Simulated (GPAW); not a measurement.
# InAs (F-43m) in GPAW: a series of runs, part 2 of 2

GPAW 26.7.0. The steps go on from the part before.

### 4 Equation of state, SCAN+D3

run.py reads:

```python
from ase.calculators.mixing import SumCalculator
from ase.eos import EquationOfState
from ase.io import Trajectory, read
from ase.units import GPa
from dftd3.ase import DFTD3
from gpaw import GPAW, PW

atoms = read('InAs.cif')

traj = Trajectory('eos.traj', 'w')
volumes, energies = [], []
for x in [0.94, 0.96, 0.98, 1.0, 1.02, 1.04, 1.06]:
    a = atoms.copy()
    a.set_cell(atoms.cell * x**(1 / 3), scale_atoms=True)
    calc = GPAW(mode=PW(600),
                xc='MGGA_X_SCAN+MGGA_C_SCAN',
                kpts={'size': (6, 6, 6), 'gamma': True},
                occupations={'name': 'fermi-dirac', 'width': 0.05},
                nbands=18,
                convergence={'density': 1e-05, 'energy': 1e-05},
                maxiter=150,
                txt=f'eos-{x:.2f}.txt')
    a.calc = SumCalculator([calc, DFTD3(method='scan', damping='d3zero')])
    energies.append(a.get_potential_energy())
    volumes.append(a.get_volume())
    p = -a.get_stress()[:3].mean() / GPa
    calc.write(f'eos-{x:.2f}.gpw')
    traj.write(a)
    print(f'{x:.2f} {volumes[-1]:10.4f} A^3 {energies[-1]:14.6f} eV {p:9.3f} GPa', flush=True)

v0, e0, B = EquationOfState(volumes, energies, eos='birchmurnaghan').fit()
print(f'V0 = {v0:.4f} A^3, E0 = {e0:.6f} eV, B0 = {B / GPa:.2f} GPa')
```

InAs.cif reads:

```cif
data_InAs
_cell_length_a 4.26809653
_cell_length_b 4.26809653
_cell_length_c 4.26809653
_cell_angle_alpha 60.00000000
_cell_angle_beta 60.00000000
_cell_angle_gamma 60.00000000
_space_group_name_H-M_alt 'P1'
_space_group_name_Hall 'P 1'
_space_group_IT_number 1
loop_
_space_group_symop_operation_xyz
'x,y,z'
loop_
_atom_site_label
_atom_site_type_symbol
_atom_site_symmetry_multiplicity
_atom_site_Wyckoff_symbol
_atom_site_fract_x
_atom_site_fract_y
_atom_site_fract_z
_atom_site_occupancy
In1 In 1 a 0.0000000000 0.0000000000 0.0000000000 1
As1 As 1 a 0.7500000000 0.7500000000 0.7500000000 1
```

Potentials or basis: GPAW PAW data sets (gpaw-data 1.2.1), pw.

Command:

```console
$ OMP_NUM_THREADS=1 python run.py
```

Output:

```text
__  _  _
 | _ |_)|_||  |
 |__||  | ||/\| - 26.7.0

Input parameters:
  mode=PW(ecut=600.0),
  convergence={'density': 1e-05, 'energy': 1e-05},
  kpts=MonkhorstPack(size=(6, 6, 6), gamma=True),
  maxiter=150,
  nbands=18,
  occupations=Occupations(name='fermi-dirac', width=0.05),
  xc=XC(name='MGGA_X_SCAN+MGGA_C_SCAN')

Diagonalizing LCAO Hamiltonian
Converting LCAO to pw mode

                         As

       In

Atoms  # Å, Bohr magnetons
|   | symbol |        x |        y |        z |    initial magnetic moments |
|---|--------|----------|----------|----------|-----------------------------|
| 0 |     In | 0.000000 | 0.000000 | 0.000000 | ( 0.0000,  0.0000,  0.0000) |
| 1 |     As | 6.271452 | 3.620825 | 2.560310 | ( 0.0000,  0.0000,  0.0000) |

Unit cell  # Å
| periodic |        x |        y |        z |  lengths |    angles |
|----------|----------|----------|----------|----------|-----------|
|      yes | 4.180968 | 0.000000 | 0.000000 | 4.180968 | 60.000000 |
|      yes | 2.090484 | 3.620825 | 0.000000 | 4.180968 | 60.000000 |
|      yes | 2.090484 | 1.206942 | 3.413746 | 4.180968 | 60.000000 |

Number of symmetries: 24
Symmetry operations  # r_c * U_cc + t_c -> r_c
|    | kind |            matrix            |
|----|------|------------------------------|
|  0 |  E   |  1, 0, 0,  0, 1, 0,  0, 0, 1 |
|  1 |  σ   |  1, 0, 0,  0, 0, 1,  0, 1, 0 |
|  2 |  σ   |  1, 0,-1,  0, 1,-1,  0, 0,-1 |
|  3 |  C3  |  1, 0,-1,  0, 0,-1,  0, 1,-1 |
|  4 |  C3  |  1,-1, 0,  0,-1, 1,  0,-1, 0 |
|  5 |  σ   |  1,-1, 0,  0,-1, 0,  0,-1, 1 |
|  6 |  σ   |  0, 1, 0,  1, 0, 0,  0, 0, 1 |
|  7 |  C3  |  0, 1, 0,  0, 0, 1,  1, 0, 0 |
|  8 |  C2  |  0, 1,-1,  1, 0,-1,  0, 0,-1 |
|  9 |  S4  |  0, 1,-1,  0, 0,-1,  1, 0,-1 |
| 10 |  C3  |  0, 0, 1,  1, 0, 0,  0, 1, 0 |
| 11 |  σ   |  0, 0, 1,  0, 1, 0,  1, 0, 0 |
| 12 |  S4  |  0, 0,-1,  1, 0,-1,  0, 1,-1 |
| 13 |  C3  |  0, 0,-1,  0, 1,-1,  1, 0,-1 |
| 14 |  S4  |  0,-1, 1,  1,-1, 0,  0,-1, 0 |
| 15 |  C2  |  0,-1, 1,  0,-1, 0,  1,-1, 0 |
| 16 |  C3  |  0,-1, 0,  1,-1, 0,  0,-1, 1 |
| 17 |  S4  |  0,-1, 0,  0,-1, 1,  1,-1, 0 |
| 18 |  S4  | -1, 1, 0, -1, 0, 1, -1, 0, 0 |
| 19 |  C3  | -1, 1, 0, -1, 0, 0, -1, 0, 1 |
| 20 |  C3  | -1, 0, 1, -1, 1, 0, -1, 0, 0 |
| 21 |  S4  | -1, 0, 1, -1, 0, 0, -1, 1, 0 |
| 22 |  σ   | -1, 0, 0, -1, 1, 0, -1, 0, 1 |
| 23 |  C2  | -1, 0, 0, -1, 0, 1, -1, 1, 0 |

BZ-sampling:
  Number of BZ points: 216
  Number of IBZ points: 16

  Monkhorst-Pack size: [6, 6, 6]
  Monkhorst-Pack shift: [0.08333333333333333, 0.08333333333333333, 0.08333333333333333]

K-points  # in reciprocal-cell coordinates
[... 69 lines left out ...]
    charge:  0.0  # [|e|]
    compensation charges:
      type: gauss
      rc: 0.33  # [Å]
      lmax: 2
    cutoffs:
      filter: 1.87  # [Å]
      core: 2.96  # [Å]
    projectors
    | kind |    occ | energy [eV] | rcut [Å] |
    |------|--------|-------------|----------|
    |   4s |  2.000 |     -14.487 |    1.058 |
    |   4p |  3.000 |      -5.196 |    1.058 |
    |    s |        |      12.725 |    1.058 |
    |    p |        |      22.016 |    1.058 |
    |    d |        |       0.000 |    1.058 |

    Using partial waves for As as LCAO basis

Reference energy: -221478.393260  # eV

eigensolver:
  PPCG
  Converge bands: occupied
  niter=2

density mixing:
  MSR1-Mixer
  Pratt-step length: 0.05
  Maximum mixing coefficient: 0.75
  Old densities: 10
  SVD Regularization: 0.005
  Good broyden scale: 1.0
  Trust region scale: 1.0
  Backstep threshold: 4.0
  History deletion threshold: 6.0
  Fourier metric: weight=20.0, sigma=0.015

occupation numbers:
  Fermi-Dirac:
    width: 0.0500  # eV

poisson solver:
  ecut: 4800.0  # eV

xc functional:
  name: MGGA_X_SCAN+MGGA_C_SCAN with 2 nearest neighbor stencil

convergence criteria:
- Maximum integral of absolute [dens]ity change: 1e-05 electrons / valence electron
- Maximum [total energy] change in last 3 cyles: 1e-05 eV / valence electron
- Maximum integral of absolute [eigenst]ate change: 4e-08 eV^2 / valence electron
maximum number of iterations: 150

SCF iterations
|iter     | |      energy | eigst |  dens |
|---------|-|-------------|-------|-------|
|iter:   1| |  -49.116488 | -0.26 |       |
|iter:   2| |  -47.463123 | -1.33 | -1.18 |
|iter:   3| |  -47.394754 | -1.53 | -1.22 |
|iter:   4| |  -47.428317 | -1.88 | -1.61 |
|iter:   5| |  -47.437949 | -2.75 | -2.07 |
|iter:   6| |  -47.438852 | -3.95 | -2.60 |
|iter:   7| |  -47.438878 | -5.59 | -3.54 |
|iter:   8| |  -47.438887c| -6.00 | -3.78 |
|iter:   9| |  -47.438887c| -6.91 | -4.25 |
|iter:  10| |  -47.438887c| -7.83c| -4.79 |
|iter:  11| |  -47.438887c| -8.00c| -5.33c|

Converged in 11 steps
Energy contributions relative to reference atoms: (reference = -221478.393260)

Energy contributions:
  Kinetic:          37.630791
  Coulomb:         -33.574103
  Zero:              0.014303
  External:          0.000000
  Xc:              -51.509803
  Entropy:          -0.000149
  Spinorbit:         0.000000
  ----------------------------
  Free energy:     -47.438962
  Extrapolated:    -47.438887

dipole moment: (-23.486047, -13.559675, -9.588138)  # |e|*Ang

Fermi level: 5.579
Eigenvalues  # (at kpt = [0.000, 0.000, 0.000])
| band index |      eig [eV] | occ [0-2] |
|------------|---------------|-----------|
|          0 |        -9.532 |     2.000 |
|          1 |        -9.532 |     2.000 |
|          2 |        -9.532 |     2.000 |
|          3 |        -9.342 |     2.000 |
|          4 |        -9.342 |     2.000 |
|          5 |        -7.443 |     2.000 |
[... 10 lines left out ...]
|         16 |        16.521 |     0.000 |
|         17 |        16.521 |     0.000 |

Gap: 0.396 eV
Transition (v -> c):
  (s=0, k=0, n=8, [0.00, 0.00, 0.00]) -> (s=0, k=0, n=9, [0.00, 0.00, 0.00])
No difference between direct/indirect transitions

Stress tensor  # eV/Ang^3
|         x |         y |         z |
|-----------|-----------|-----------|
| -0.038373 |  0.000000 |  0.000000 |
|  0.000000 | -0.038373 |  0.000000 |
|  0.000000 |  0.000000 | -0.038373 |

# Writing to eos-0.94.gpw (mode='')
```

stdout:

```text
0.94    51.6792 A^3     -47.580577 eV     5.715 GPa
0.96    52.7787 A^3     -47.614113 eV     4.020 GPa
0.98    53.8783 A^3     -47.636544 eV     2.515 GPa
1.00    54.9778 A^3     -47.648495 eV     1.185 GPa
1.02    56.0774 A^3     -47.652904 eV     0.007 GPa
1.04    57.1770 A^3     -47.649640 eV    -1.070 GPa
1.06    58.2765 A^3     -47.639440 eV    -2.043 GPa
V0 = 56.0949 A^3, E0 = -47.652860 eV, B0 = 55.01 GPa
```

Run time: 3.9 min. Hardware: 1 thread of Arm Neoverse V1, shared host; peak memory 0.9 GiB.

What came out:

- Equilibrium volume: 28.05 Å³/atom (rough: see the caveat)
- Bulk modulus: 55 GPa (rough)

Energy against volume, from the lowest point:
| volume (Å³/atom) | energy (meV/atom) |
| --- | --- |
| 25.840 | 36.39 |
| 26.389 | 19.57 |
| 26.939 | 8.28 |
| 27.489 | 2.22 |
| 28.039 | 0.00 |
| 28.588 | 1.65 |
| 29.138 | 6.76 |

Caveat: the points scatter about the fit; the PAW data sets were made with another functional, which shifts forces and pressure a little.

### 5 Band structure, vdW-DF, spin-orbit coupling, no magnetisation

run.py reads:

```python
import numpy as np
from ase.dft.bandgap import bandgap
from ase.io import read, write
from gpaw import GPAW, PW
from gpaw.spinorbit import soc_eigenstates

atoms = read('InAs.xyz')

calc = GPAW(mode=PW(600),
            xc={'name': 'vdW-DF', 'backend': 'libvdwxc'},
            kpts={'size': (6, 6, 6), 'gamma': True},
            occupations={'name': 'fermi-dirac', 'width': 0.05},
            nbands=18,
            convergence={'density': 1e-05, 'energy': 1e-05},
            maxiter=150,
            txt='gpaw.txt')
atoms.calc = calc
energy = atoms.get_potential_energy()
forces = atoms.get_forces()
calc.write('gs.gpw')
write('result.traj', atoms)
print(f'Energy: {energy:.6f} eV')
print('Forces (eV/A):')
print(forces.round(4))
print('Fermi level:', round(calc.get_fermi_level(), 4), 'eV')
print(f'Gap: {bandgap(calc)[0]:.4f} eV, direct: {bandgap(calc, direct=True)[0]:.4f} eV')

path = atoms.cell.bandpath('GXWKGLUWLK,UX', npoints=80, eps=1e-4)
bs_calc = calc.fixed_density(kpts=path, symmetry='off', nbands=30,
                             convergence={'bands': 'CBM+6.0', 'eigenstates': 1e-6}, txt='bands.txt')
bs = bs_calc.band_structure()
bs.write('bs.json')
print(f'Gap on the path: {bandgap(bs_calc)[0]:.4f} eV')

soc = soc_eigenstates(bs_calc, theta=90, phi=0)
np.savetxt('soc_bands.dat', soc.eigenvalues(), fmt='%.4f')
mesh = soc_eigenstates('gs.gpw', theta=90, phi=0)
np.savetxt('soc_mesh.dat', mesh.eigenvalues(), fmt='%.4f')
print('Fermi level with spin-orbit coupling:', round(mesh.fermi_level, 4), 'eV')
```

InAs.xyz reads:

```xyz
2
Lattice="0.0000000000 3.0180000000 3.0180000000 3.0180000000 0.0000000000 3.0180000000 3.0180000000 3.0180000000 0.0000000000" Properties=species:S:1:pos:R:3 pbc="T T T"
In     0.0000000000      0.0000000000      0.0000000000
As     4.5270000000      4.5270000000      4.5270000000
```

Command:

```console
$ OMP_NUM_THREADS=1 python run.py
```

It took 45 s on 1 thread of Arm Neoverse V1, shared host; peak memory 0.32 GiB.

It converged, with:

```yaml
Free_energy: -98.3720 eV
Band_gap_along_the_path: none (metal or under the smearing width)
```

Levels at the corners of the path, in eV from the Fermi level:
| point | band 16 | band 17 | band 18 | band 19 | band 20 | band 21 |
| --- | --- | --- | --- | --- | --- | --- |
| Γ | -0.23 | 0.00 | 0.00 | 0.00 | 0.00 | 3.49 |
| X | -2.45 | -2.44 | -2.44 | 1.53 | 1.53 | 2.02 |
| W | -3.05 | -3.01 | -2.91 | 4.01 | 4.19 | 4.26 |
| K | -3.37 | -2.07 | -2.06 | 2.08 | 2.08 | 4.18 |
| Γ | -0.23 | 0.00 | 0.00 | 0.00 | 0.00 | 3.49 |
| L | -1.25 | -0.98 | -0.98 | 0.91 | 0.91 | 4.50 |
| U | -3.37 | -2.07 | -2.06 | 2.08 | 2.08 | 4.18 |
| W | -3.05 | -3.01 | -2.91 | 4.01 | 4.19 | 4.26 |
| L | -1.25 | -0.98 | -0.98 | 0.91 | 0.91 | 4.50 |
| K | -3.37 | -2.07 | -2.06 | 2.08 | 2.08 | 4.18 |
| U | -3.37 | -2.07 | -2.06 | 2.08 | 2.08 | 4.18 |
| X | -2.45 | -2.44 | -2.44 | 1.53 | 1.53 | 2.02 |

Caveat: spin-orbit coupling was added after a scalar SCF, so levels and gaps hold it while energy, forces, pressure and moments don't; this program's spin-orbit splittings come out too wide for heavy elements; the PAW data sets were made with another functional, which shifts forces and pressure a little; this crystal is a semiconductor, whose small gap the functional closes, so the metal is an error of the method.

### 6 How close it comes

Step 5. A measured gap of InAs is 0.418 eV (direct; 4.2 K; a printed reference work, data compilation); the calculated 0.00 eV misses it by -0.42 eV. The value is that of vdW-DF, without temperature or zero-point motion.
